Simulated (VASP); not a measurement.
# TiCo3 (Pm-3m) in VASP: relaxation of cell and atoms with PBEsol

Aim: the relaxation of cell and atoms of TiCo3 with PBEsol.

Program: VASP 6.6.1. These are calculated values, not measurements. Logs are shortened: lines on timing, memory, paths and dates and some standing lists are left out, and cuts for length are marked.

### 1 The crystal as given

It takes space group Pm-3m (No. 221, cubic). Conventional cell: a = 3.571 Å, b = 3.571 Å, c = 3.571 Å, α = 90.00°, β = 90.00°, γ = 90.00°. Co (site symmetry 4/mmm) is surrounded by 8 Co at 2.53 Å and 4 Ti at 2.53 Å. Ti (site symmetry m-3m) has 12 Co at 2.53 Å as nearest neighbours.

### 2 Relaxation of cell and atoms, PBEsol, collinear spin, ferromagnetic start

Contents of INCAR:

```
SYSTEM = TiCo3
  ALGO = Normal
  EDIFF = 1E-6
  EDIFFG = -0.01
  ENCUT = 600
  GGA = PS
  IBRION = 2
  ISIF = 3
  ISMEAR = -1
  ISPIN = 2
  KPAR = 2
  LASPH = .True.
  LCHARG = .False.
  LMAXMIX = 4
  LORBIT = 11
  LREAL = .False.
  LWAVE = .False.
  MAGMOM = 2 2 2 1
  NELM = 120
  NSW = 60
  PREC = Accurate
  SIGMA = 0.05
```

Contents of KPOINTS:

```
k-points
0
Gamma
  8 8 8
  0 0 0
```

Contents of POSCAR:

```
TiCo3
1.0
    3.5710000000      0.0000000000      0.0000000000
    0.0000000000      3.5710000000      0.0000000000
    0.0000000000      0.0000000000      3.5710000000
Co Ti
3 1
Direct
    0.5000000000      0.5000000000      0.0000000000
    0.5000000000      0.0000000000      0.5000000000
    0.0000000000      0.5000000000      0.5000000000
    0.0000000000      0.0000000000      0.0000000000
```

Potentials or basis: VASP PAW PBE potentials, release 64 (Co, Ti_sv).

Command:

```
cat potpaw_PBE.64/Co/POTCAR potpaw_PBE.64/Ti_sv/POTCAR > POTCAR
mpirun -np 2 vasp_std > vasp.out
```

OUTCAR:

```text
SYSTEM = TiCo3
   EDIFF = 1E-6
   EDIFFG = -0.01
   ENCUT = 600
   GGA = PS
   IBRION = 2
   ISIF = 3
   ISMEAR = -1
   ISPIN = 2
   LASPH = .True.
   LORBIT = 11
   LREAL = .False.
   NELM = 120
   NSW = 60
   PREC = Accurate

 ion  position               nearest neighbor table
   1  0.500  0.500  0.000-   2 2.53   3 2.53   4 2.53   2 2.53   3 2.53   2 2.53   4 2.53   2 2.53
                             3 2.53   4 2.53   3 2.53   4 2.53
   2  0.500  0.000  0.500-   1 2.53   3 2.53   4 2.53   1 2.53   4 2.53   1 2.53   3 2.53   1 2.53
                             3 2.53   4 2.53   4 2.53   3 2.53
   3  0.000  0.500  0.500-   1 2.53   2 2.53   4 2.53   1 2.53   4 2.53   2 2.53   4 2.53   4 2.53
                             1 2.53   2 2.53   1 2.53   2 2.53
   4  0.000  0.000  0.000-   1 2.53   2 2.53   3 2.53   2 2.53   3 2.53   1 2.53   3 2.53   3 2.53
                             1 2.53   2 2.53   2 2.53   1 2.53

  LATTYP: Found a simple cubic cell.
 ALAT       =     3.5710000000

  Lattice vectors:

 A1 = (   3.5710000000,   0.0000000000,   0.0000000000)
 A2 = (   0.0000000000,   3.5710000000,   0.0000000000)
 A3 = (   0.0000000000,   0.0000000000,   3.5710000000)

Analysis of symmetry for initial positions (statically):
=====================================================================
 Subroutine PRICEL returns:
 Original cell was already a primitive cell.

 Routine SETGRP: Setting up the symmetry group for a
 simple cubic supercell.

 Subroutine GETGRP returns: Found 48 space group operations
 (whereof 48 operations were pure point group operations)
 out of a pool of 48 trial point group operations.

The static configuration has the point symmetry O_h .

Analysis of symmetry for dynamics (positions and initial velocities):
=====================================================================
 Subroutine PRICEL returns:
 Original cell was already a primitive cell.

 Routine SETGRP: Setting up the symmetry group for a
 simple cubic supercell.

 Subroutine GETGRP returns: Found 48 space group operations
 (whereof 48 operations were pure point group operations)
 out of a pool of 48 trial point group operations.

The dynamic configuration has the point symmetry O_h .

Analysis of structural, dynamic, and magnetic symmetry:
=====================================================================
 Subroutine PRICEL returns:
 Original cell was already a primitive cell.

 Routine SETGRP: Setting up the symmetry group for a
 simple cubic supercell.

 Subroutine GETGRP returns: Found 48 space group operations
 (whereof 48 operations were pure point group operations)
 out of a pool of 48 trial point group operations.

The overall configuration has the point symmetry O_h .

 Subroutine INISYM returns: Found 48 space group operations
 (whereof 48 operations are pure point group operations),
 and found     1 'primitive' translations

----------------------------------------------------------------------------------------

                                     Primitive cell

  volume of cell :      45.5375

  direct lattice vectors                    reciprocal lattice vectors
     3.571000000  0.000000000  0.000000000     0.280033604  0.000000000  0.000000000
     0.000000000  3.571000000  0.000000000     0.000000000  0.280033604  0.000000000
     0.000000000  0.000000000  3.571000000     0.000000000  0.000000000  0.280033604

  length of vectors
     3.571000000  3.571000000  3.571000000     0.280033604  0.280033604  0.280033604

  position of ions in fractional coordinates (direct lattice)
     0.500000000  0.500000000  0.000000000
     0.500000000  0.000000000  0.500000000
     0.000000000  0.500000000  0.500000000
     0.000000000  0.000000000  0.000000000

  ion indices of the primitive-cell ions
   primitive index   ion index
                 1           1
                 2           2
                 3           3
                 4           4

----------------------------------------------------------------------------------------

 KPOINTS: k-points

Automatic generation of k-mesh.
 Grid dimensions read from file:
 generate k-points for:    8    8    8

 Generating k-lattice:

  Cartesian coordinates                     Fractional coordinates (reciprocal lattice)
     0.035004201  0.000000000  0.000000000     0.125000000  0.000000000  0.000000000
     0.000000000  0.035004201  0.000000000     0.000000000  0.125000000  0.000000000
     0.000000000  0.000000000  0.035004201     0.000000000  0.000000000  0.125000000

  Length of vectors
     0.035004201  0.035004201  0.035004201

  Shift w.r.t. Gamma in fractional coordinates (k-lattice)
     0.000000000  0.000000000  0.000000000

 Subroutine IBZKPT returns following result:
 ===========================================

 Found     35 irreducible k-points:

 Following reciprocal coordinates:
            Coordinates               Weight
  0.000000  0.000000  0.000000      1.000000
  0.125000  0.000000  0.000000      6.000000
  0.250000  0.000000  0.000000      6.000000
  0.375000  0.000000  0.000000      6.000000
  0.500000  0.000000  0.000000      3.000000
  0.125000  0.125000  0.000000     12.000000
[... 16 lines left out ...]
  0.375000  0.375000  0.125000     24.000000
  0.500000  0.375000  0.125000     24.000000
 [... further k-points ...]
   k-points           NKPTS =     35   k-points in BZ     NKDIM =     35   number of bands    NBANDS=     27
   number of dos      NEDOS =    301   number of ions     NIONS =      4
   total plane-waves  NPLWV =  27000
   dimension x,y,z NGX =    30 NGY =   30 NGZ =   30
   dimension x,y,z NGXF=    60 NGYF=   60 NGZF=   60
   ions per type =               3   1
   NGX,Y,Z   is equivalent  to a cutoff of  13.97, 13.97, 13.97 a.u.
   NGXF,Y,Z  is equivalent  to a cutoff of  27.93, 27.93, 27.93 a.u.
 SYSTEM =  TiCo3
   PREC   = accura    normal or accurate (medium, high low for compatibility)
   ISTART =      0    job   : 0-new  1-cont  2-samecut
   ICHARG =      2    charge: 1-file 2-atom 10-const
   ISPIN  =      2    spin polarized calculation?
   LNONCOLLINEAR =      F non collinear calculations
   LSORBIT =      F    spin-orbit coupling
   LASPH  =      T    aspherical Exc in radial PAW
   ENCUT  =  600.0 eV  44.10 Ry    6.64 a.u.   7.13  7.13  7.13*2*pi/ulx,y,z
   NELM   =    120;   NELMIN=  2; NELMDL= -5     # of ELM steps
   EDIFF  = 0.1E-05   stopping-criterion for ELM
   LREAL  =      F    real-space projection
   EDIFFG = -.1E-01   stopping-criterion for IOM
   NSW    =     60    number of steps for IOM
   IBRION =      2    ionic relax: 0-MD 1-quasi-New 2-CG
   NFREE  =      1    steps in history (QN), initial steepest desc. (CG)
   ISIF   =      3    stress and relaxation
   ISYM   =      2    0-nonsym 1-usesym 2-fastsym
   POTIM  = 0.5000    time-step for ionic-motion
   TEBEG  =    0.0;   TEEND  =   0.0 temperature during run
   PSTRESS=    0.0 pullay stress
   NELECT =      39.0000    total number of electrons
   NUPDOWN=      -1.0000    fix difference up-down
   EMIN   =  10.00;   EMAX   =-10.00  energy-range for DOS
   EFERMI =   0.00;   METHOD = LEGACY
   ISMEAR =    -1;   SIGMA  =   0.05  broadening in eV -4-tet -1-fermi 0-gaus
   EFERMI_NEDOS =   21; number of points for ismear=-14 and -15
   IALGO  =     38    algorithm
   IMIX   =      4    mixing-type and parameters
     AMIX     =   0.40;   BMIX     =  1.00
     AMIX_MAG =   1.60;   BMIX_MAG =  1.00
  volume/ion in A,a.u.               =      11.38        76.83
  Fermi-wavevector in a.u.,A,eV,Ry     =   1.554676  2.937911 32.885512  2.417017
  Thomas-Fermi vector in A             =   2.658727
   LORBIT       =     11    0 simple, 1 ext, 2 COOP (PROOUT), +10 PAW based schemes
   GGA     = PS    functional components
   LHFCALC =     F    Hartree Fock is set to
   AEXX    =    0.0000 exact exchange contribution
   IVDW    =     0    specifies the selected vdW correction
   LEPSILON=     F    determine dielectric tensor
   LRPA    =     F    only Hartree local field effects (RPA)
 conjugate gradient relaxation of ions
 spin polarized calculation
  energy-cutoff  :      600.00
  volume of cell :       45.54
 maximum number of plane-waves:      1568
 NGX is ok and might be reduce to    30
   NGX = 15   NGY = 15   NGZ = 15

--------------------------------------- Ionic step        1  -------------------------------------------

 number of electron      38.9999988 magnetization       0.9258003

 Free energy of the ion-electron system (eV)
  ---------------------------------------------------
  ext. energy  EPLUGINS =         0.00000000
  ---------------------------------------------------
  free energy    TOTEN  =       -32.69035607 eV

  energy without entropy =      -32.64533171  energy(sigma->0) =      -32.66784389

------------------------ aborting loop because EDIFF is reached ----------------------------------------

  FORCE on cell =-STRESS in cart. coord.  units (eV):
  Direction    XX          YY          ZZ          XY          YZ          ZX
  --------------------------------------------------------------------------------------
  -------------------------------------------------------------------------------------
  Total       -2.3682583     -2.3682583     -2.3682583      0.0000000     -0.0000000      0.0000000
  in kB      -83.3239969    -83.3239969    -83.3239969      0.0000000     -0.0000000      0.0000000
  external PRESSURE =     -83.3239969 kB  Pullay stress =       0.0000000 kB

 VOLUME and BASIS-vectors are now :
 -----------------------------------------------------------------------------
  energy-cutoff  :      600.00
  volume of cell :       45.54
      direct lattice vectors                 reciprocal lattice vectors
     3.571000000  0.000000000  0.000000000     0.280033604  0.000000000  0.000000000
     0.000000000  3.571000000  0.000000000     0.000000000  0.280033604  0.000000000
     0.000000000  0.000000000  3.571000000     0.000000000  0.000000000  0.280033604
[... 77 lines left out ...]
 POSITION                                       TOTAL-FORCE (eV/Angst)
 -----------------------------------------------------------------------------------
      1.76224      1.76224      0.00000        -0.000000      0.000000      0.000000
      1.76224     -0.00000      1.76224        -0.000000     -0.000000      0.000000
      0.00000      1.76224      1.76224         0.000000     -0.000000      0.000000
      0.00000      0.00000      0.00000        -0.000000      0.000000      0.000000
 -----------------------------------------------------------------------------------
    total drift:                                0.000000      0.000000     -0.000000

  FREE ENERGIE OF THE ION-ELECTRON SYSTEM (eV)
  ---------------------------------------------------
  free  energy   TOTEN  =       -32.7366642681 eV

  energy  without entropy=      -32.6916028211  energy(sigma->0) =      -32.71413354

--------------------------------------- Ionic step        4  -------------------------------------------

 number of electron      38.9999980 magnetization      -0.0003397

 Free energy of the ion-electron system (eV)
  ---------------------------------------------------
  ext. energy  EPLUGINS =         0.00000000
  ---------------------------------------------------
  free energy    TOTEN  =       -32.73674035 eV

  energy without entropy =      -32.69177657  energy(sigma->0) =      -32.71425846

 E-fermi :  10.7369     XC(G=0): -13.6956

 val. band max:       10.7210872004   @ k =   0.1250   0.1250   0.0000
 cond. band min:      10.7406613192   @ k =   0.5000   0.3750   0.1250
 fundamental gap:      0.0195741189
 Fermi energy:        10.7368738320

 spin component 1

 k-point     1 :       0.0000    0.0000    0.0000
  band No.  band energies     occupation
      1     -45.3651      1.00000
      2     -21.7324      1.00000
      3     -21.7324      1.00000
      4     -21.7324      1.00000
      5       2.5249      1.00000
      6       6.2024      1.00000
[... 19 lines left out ...]
     26      14.4193      0.00000
     27      14.4193      0.00000
[... 688 lines left out ...]
     26      13.5665      0.00000
     27      15.9013      0.00000

 [... further k-points ...]

 spin component 2

 k-point     1 :       0.0000    0.0000    0.0000
  band No.  band energies     occupation
      1     -45.3650      1.00000
      2     -21.7324      1.00000
      3     -21.7324      1.00000
      4     -21.7324      1.00000
      5       2.5248      1.00000
      6       6.2023      1.00000
[... 19 lines left out ...]
     26      14.4193      0.00000
     27      14.4193      0.00000
[... 712 lines left out ...]
 POSITION                                       TOTAL-FORCE (eV/Angst)
 -----------------------------------------------------------------------------------
      1.76150      1.76150      0.00000        -0.000000      0.000000      0.000000
      1.76150     -0.00000      1.76150        -0.000000     -0.000000      0.000000
      0.00000      1.76150      1.76150         0.000000     -0.000000      0.000000
      0.00000      0.00000      0.00000        -0.000000     -0.000000      0.000000
 -----------------------------------------------------------------------------------
    total drift:                                0.000000      0.000000     -0.000000

  FREE ENERGIE OF THE ION-ELECTRON SYSTEM (eV)
  ---------------------------------------------------
  free  energy   TOTEN  =       -32.7367403545 eV

  energy  without entropy=      -32.6917765665  energy(sigma->0) =      -32.71425846

 reached required accuracy - stopping structural energy minimisation

 total charge

# of ion       s       p       d       tot
------------------------------------------
    1        0.531   0.550   7.362   8.443
    2        0.531   0.550   7.362   8.443
    3        0.531   0.550   7.362   8.443
    4        2.281   6.215   2.002  10.499
--------------------------------------------------
tot          3.875   7.865  24.088  35.828

 magnetization (x)

# of ion       s       p       d       tot
------------------------------------------
    1        0.000   0.000  -0.000  -0.000
    2        0.000   0.000  -0.000  -0.000
    3        0.000   0.000  -0.000  -0.000
    4        0.000   0.000   0.000   0.000
--------------------------------------------------
tot          0.000   0.000  -0.000  -0.000
```

Run time: 2 min. Hardware: 2 MPI ranks of Intel Xeon 6975P-C (Granite Rapids), shared host; peak memory 0.25 GiB.

Results:

```yaml
Free_energy: -32.7367 eV
Relaxed_volume: 10.93 Å³/atom
Relaxed_cell: a = 3.523 Å, b = 3.523 Å, c = 3.523 Å, α = 90.00°, β = 90.00°, γ = 90.00°
Space_group_after_relaxing_to_0.05_Å: Pm-3m (No. 221)
Energy_gained_by_relaxing: 11.6 meV/atom
Ionic_steps: 4
Pressure_after_relaxing: -0.1 GPa
Band_gap_on_the_k_mesh: none (metal or under the smearing width)
Net_moment: 0.00 μB per cell
Valence_electrons_inside_the_program's_atomic_spheres: Co 8.44; Ti 10.50
```

The path:
```csv
step,energy change (eV),largest force (eV/Å),pressure (GPa),volume (Å³)
1,0.0000,0.0000,-8.33,45.54
2,0.0255,0.0000,12.22,41.75
3,-0.0463,0.0000,-0.32,43.78
4,-0.0464,0.0000,-0.09,43.73
```

Final structure:
```
CELL_PARAMETERS angstrom
3.52300 0.00000 0.00000
0.00000 3.52300 0.00000
0.00000 0.00000 3.52300
ATOMIC_POSITIONS crystal
Co 0.50000 0.50000 0.00000
Co 0.50000 0.00000 0.50000
Co 0.00000 0.50000 0.50000
Ti 0.00000 0.00000 0.00000
```

Caveat: the starting moments collapsed, and a magnetic state may lie lower; the PAW data sets were made with another functional, which shifts forces and pressure a little.
